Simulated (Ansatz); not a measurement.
# An inverse problem

Cell vectors (Å):

```
0.0000 3.2740 3.2740
3.2740 0.0000 3.2740
3.2740 3.2740 0.0000
```

| atom | a | b | c |
| --- | --- | --- | --- |
| Rb | 0.0000 | 0.0000 | 0.0000 |
| X | 0.5000 | 0.5000 | 0.5000 |

All numbers below come from PBEsol, all-electron LAPW in Ansatz 0.2.0, scalar-relativistic. k mesh 6×6×6, strains of ±0.005, fixed occupations.

Elastic constants of a crystal by Kohn-Sham DFT: slopes of the stress over finite engineering strains of the given cell, Voigt indices, Cartesian axes as in the cell vectors.

| index | elastic (GPa) |
| --- | --- |
| 11 | 38.3 |
| 12 | 5.3 |
| 44 | 5.1 |

**Question.** All X atoms are one element. Which one was computed?

**Answer.** Cl; the crystal is RbCl (Fm-3m).
